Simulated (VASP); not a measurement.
A run of VASP 6.6.1 is set up as follows.

File INCAR:

```
SYSTEM = CdSe
PREC = Accurate ; ENCUT = 520
EDIFF = 1E-7 ; ISMEAR = 0
SIGMA = 0.03 ; LREAL = .FALSE.
LASPH = .TRUE. ; NELM = 80
ALGO = Normal ; ISIF = 2
LWAVE = .FALSE. ; LCHARG = .FALSE.
GGA = PE ; NBANDS = 16
```

File KPOINTS:

```
regular mesh
0
G
  8 8 8
  0 0 0
```

The input POSCAR:

```
CdSe                                    
1.0
    0.0000000000      3.0462087289      3.0462087289
    3.0462087289      0.0000000000      3.0462087289
    3.0462087289      3.0462087289      0.0000000000
  Cd              Se            
     1     1
Direct
     0.0000000000000000    0.0000000000000000    0.0000000000000000
     0.7500000000000000    0.7500000000000000    0.7500000000000000
```

The input KPOINTS_OPT:

```
explicit points
202
Reciprocal
 0.0000000000  0.0000000000  0.0000000000 1
 0.0555555556  0.0000000000  0.0555555556 1
 0.1111111111  0.0000000000  0.1111111111 1
 0.1666666667  0.0000000000  0.1666666667 1
 0.2222222222  0.0000000000  0.2222222222 1
 0.2777777778  0.0000000000  0.2777777778 1
[... 194 lines left out ...]
 0.5120934400  0.0241868800  0.5120934400 1
 0.4879065600 -0.0241868800  0.4879065600 1
```

Potentials or basis: VASP PAW PBE potentials, release 64 (Cd, Se).

The run is started by

```sh
$ cat potpaw_PBE.64/Cd/POTCAR potpaw_PBE.64/Se/POTCAR > POTCAR
$ mpirun -np 1 vasp_std > vasp.out
```

Q: Estimate the pressure.

A: 2.9 GPa.

Q: What does it give for the band gap on the k mesh?

A: 0.60 eV, direct.

Q: What does it give for the band gap along the path?

A: 0.60 eV, direct.

Levels at the corners of the path, in eV from the valence-band top:
```
point  band 6  band 7  band 8  band 9  band 10  band 11  band 12  band 13
    Γ   -7.55    0.00    0.00    0.00     0.60     5.94     5.94     5.94
    X   -7.19   -4.06   -1.84   -1.84     3.15     3.75     9.09    10.19
    X   -7.19   -4.06   -1.84   -1.84     3.15     3.75     9.09    10.19
    W   -7.07   -3.96   -2.22   -2.19     5.02     5.22     6.47     7.60
    W   -7.07   -3.96   -2.22   -2.19     5.02     5.22     6.47     7.60
    K   -7.11   -3.99   -2.50   -1.50     3.71     5.15     8.26     8.60
    K   -7.11   -3.99   -2.50   -1.50     3.71     5.15     8.26     8.60
    Γ   -7.55    0.00    0.00    0.00     0.60     5.94     5.94     5.94
    Γ   -7.55    0.00    0.00    0.00     0.60     5.94     5.94     5.94
    L   -7.26   -4.36   -0.74   -0.74     2.39     6.44     6.44     7.41
    L   -7.26   -4.36   -0.74   -0.74     2.39     6.44     6.44     7.41
    U   -7.11   -3.99   -2.50   -1.50     3.71     5.15     8.26     8.60
    U   -7.11   -3.99   -2.50   -1.50     3.71     5.15     8.26     8.60
    W   -7.07   -3.96   -2.22   -2.19     5.02     5.22     6.47     7.60
    W   -7.07   -3.96   -2.22   -2.19     5.02     5.22     6.47     7.60
    L   -7.26   -4.36   -0.74   -0.74     2.39     6.44     6.44     7.41
    L   -7.26   -4.36   -0.74   -0.74     2.39     6.44     6.44     7.41
    K   -7.11   -3.99   -2.50   -1.50     3.71     5.15     8.26     8.60
    U   -7.11   -3.99   -2.50   -1.50     3.71     5.15     8.26     8.60
    X   -7.19   -4.06   -1.84   -1.84     3.15     3.75     9.09    10.19
```

A hybrid or GW would open this gap; PBE tends to underestimate it.
